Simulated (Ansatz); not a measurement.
**Co under changes of volume**

One of the cells (10.640 Å³/atom); the others are scaled copies at fixed shape and fractional positions:

```
Co
1.0
     2.47200    0.00000    0.00000
    -1.23600    2.14081    0.00000
     0.00000    0.00000    4.02114
Co
2
Cartesian
  1.2360 0.7136 3.0159
  0.0000 1.4272 1.0053
```

| Quantity | Value |
| --- | --- |
| Program | Ansatz 0.2.0 |
| Functional | PBEsol |
| Potentials or basis | Ansatz PAW |
| Cutoff | 420 eV (not typed: the program's choice for these potentials) |
| k mesh | 12 × 12 × 7 |
| Occupations | fermi-dirac, width 0.05 eV |
| Spin | collinear spin, ferromagnetic start |
| Starting moments | [2.0, 2.0] μB |

```tsv
volume (Å³/atom)	energy over the lowest point (meV/atom)	pressure (GPa)	moment (μB per cell)
10.002	9.29	9.1	3.03
10.215	1.28	3.5	3.08
10.427	0.00	-1.4	3.14
10.640	4.79	-5.8	3.20
10.853	15.13	-9.7	3.24
11.066	?	?	?
11.279	50.22	-16.5	3.31
```

Task: What does the run at 11.066 Å³/atom give?

Result: Energy over the lowest point 30.45 meV/atom; pressure -13.3 GPa; moment 3.28 μB per cell.

Worked out: A Birch-Murnaghan fit of order 3 (a polynomial in V^(-2/3)) to the other rows has its minimum at 10.36 Å³/atom with B0 = V·E''(V) = 230 GPa and B' = 4.0 at fixed shape and positions, which overstates the stiffness. It gives 30.42 meV/atom at 11.066 Å³/atom, against the run's 30.45, and -dE/dV = -13.3 GPa, against -13.3. A parabola through the other rows of the moment, of slope 0.17 μB per Å³/atom there, gives 3.28 μB, against the run's 3.28.

Energies are extrapolated to zero smearing.

Caveats: the PAW data sets come from PBE, with cores solved anew for the run's functional, which leaves a small shift of forces and pressure.
